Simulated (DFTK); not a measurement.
Runs of DFTK 0.8.2 on SiC (Moissanite). Symmetry: P6_3mc, No. 186, hexagonal system. The conventional cell has a = 3.076 Å, b = 3.076 Å, c = 5.048 Å, α = 90.00°, β = 90.00°, γ = 120.00°. Si (site symmetry 3m) has 4 C at 1.87 to 1.94 Å as nearest neighbours. C (site symmetry 3m) is surrounded by 4 Si at 1.87 to 1.94 Å. 

```tsv
task	level	potentials or basis	k mesh	cutoff (eV)	SCF solver	mesh quality	gap on the mesh (eV)	V0 of scaled cells (Å³/atom)	B0 (GPa)	largest force (eV/Å)
band structure	TASK	SG15 1.2 (PBE)	7 × 7 × 4	1225	ScfAndersonSolver	not flagged	(c)	-	-	0.77
band structure	LDA	cp2k.nc.sr.lda.v0_1.largecore.gth (LDA, GTH)	10 × 10 × 5	1143	-	not flagged	2.39	-	-	0.71
equation of state	PBEsol	dojo.nc.sr.pbesol.v0_4_1.standard.upf (PBEsol)	6 × 6 × 3	1116	-	coarse	-	10.36	221	-
equation of state	RPBE	dojo.nc.sr.pbe.v0_4_1.standard.upf (PBE)	6 × 6 × 3	1116	-	coarse	-	10.56	(a)	-
equation of state	BLYP	dojo.nc.sr.pbe.v0_4_1.standard.upf (PBE)	6 × 6 × 3	1116	-	coarse	-	10.85	194	-
band structure	PBEsol	cp2k.nc.sr.pbe.v0_1.largecore.gth (PBE, GTH)	10 × 10 × 5	1170	-	not flagged	(b)	-	-	0.75
band structure	BJ06	SG15 1.2 (PBE)	7 × 7 × 4	1225	ScfAndersonSolver	not flagged	2.88	-	-	-
band structure	r2SCAN	cp2k.nc.sr.pbe.v0_1.semicore.gth (PBE, GTH)	6 × 6 × 3	1524	-	not flagged	2.70	-	-	0.76
equation of state	r2SCAN	SG15 1.2 (PBE)	6 × 6 × 3	1225	-	coarse	-	10.42	219	-
```

Alike in all rows: no spin polarisation; cell as given; smearing fermi-dirac 0.05 eV.

Task: Estimate the missing entries.

Result: (a) 208; (b) 2.31; (c) 3.50.

Caveats: some runs use coarse meshes; the potentials were made for another functional, which shifts forces and pressure (some runs); the mesh misses the band edges, which the band path finds closer together (some runs); the cell was scaled at fixed shape and fractional positions, which overstates the stiffness of a crystal with free parameters, most of all of layers and chains (some runs); the program leaves the constant c of mgga_x_tb09 at 1, so the potential is Becke-Johnson's (BJ06) and not Tran and Blaha's, with levels but no total energy (some runs); the program warned that the kinetic-energy density falls under its von Weizsäcker bound, which can give unphysical results (some runs); the real-space grid adds noise to forces (some runs).

Runs at the PBE level aren't shown here.
